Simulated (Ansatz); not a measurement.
An Ansatz (a program for electronic structure) input (r2SCAN+rVV10 (Ansatz; PAW; 500 eV plane waves; without spin-orbit coupling)):

Ansatz 0.2 input:
```yaml
crystal:
  lattice:
    - [4.2859427496, 0, 0]
    - [2.1429713748, 3.7117353003, 0]
    - [0, 0, 53.2787018241]
  atoms:
    - { symbol: Te, position: [0.6666666667, 0.1666666667, 0.1407691956] }
    - { symbol: Sb, position: [1, 0.5, 0.1726231959] }
    - { symbol: Te, position: [0.3333333333, -0.1666666667, 0.2097301926] }
    - { symbol: Sb, position: [0.6666666667, 0.1666666667, 0.2468371894] }
    - { symbol: Te, position: [1, 0.5, 0.2786911897] }
    - { symbol: Te, position: [1.3333333333, -0.1666666667, 0.3342824005] }
    - { symbol: Sb, position: [1.6666666667, 0.1666666667, 0.3661364008] }
    - { symbol: Te, position: [1, -0.5, 0.4032433975] }
    - { symbol: Sb, position: [1.3333333333, -0.1666666667, 0.4403503943] }
    - { symbol: Te, position: [1.6666666667, 0.1666666667, 0.4722043946] }
    - { symbol: Te, position: [2, -0.5, 0.5277956054] }
    - { symbol: Sb, position: [2.3333333333, -0.1666666667, 0.5596496057] }
    - { symbol: Te, position: [1.6666666667, -0.8333333333, 0.5967566025] }
    - { symbol: Sb, position: [2, -0.5, 0.6338635992] }
    - { symbol: Te, position: [2.3333333333, -0.1666666667, 0.6657175995] }
    - { symbol: Te, position: [2.6666666667, -0.8333333333, 0.7213088103] }
    - { symbol: Sb, position: [3, -0.5, 0.7531628106] }
    - { symbol: Te, position: [2.3333333333, -1.1666666667, 0.7902698074] }
    - { symbol: Sb, position: [2.6666666667, -0.8333333333, 0.8273768041] }
    - { symbol: Te, position: [3, -0.5, 0.8592308044] }
basis: { ecutwfc: 500, ecutrho_ratio: 4, xc_grid: 3, fft_grid_basis: typed }
kpoints: { mp_grid: { grid: [9, 9, 1] } }
hamiltonian:
  xc: r2scan
  dispersion: rvv10
  pseudopotentials: { kind: paw }
scf: { occupations: { method: fermi_dirac, width: 0.05 } }
relax: { f_tol: 0.01, max_steps: 60, cell: { stress_tol: 0.02, fix: [c, alpha, beta] } }
output: { forces: true, stress: true }
checkpoint: { write: state.ck, write_every: 1000 }
```

Q: Which symmetry and how many k-points will the program report, and about how many plane waves at Γ?

A: Space group P-3m1 (ITA 164) with 12 operations, k-points 12 of 81, and 21573 plane waves at Γ.

Whether these cells are dynamically stable was not tested. The cell was made from Sb₂Te₃ in the Bi2Te3 type structure (space group R-3m, No. 166) by this change: a free-standing slab of 4 layers (20 atoms, 5 a layer) is cut normal to the stacking axis, with 15 Å of vacuum and the in-plane cell relaxed.
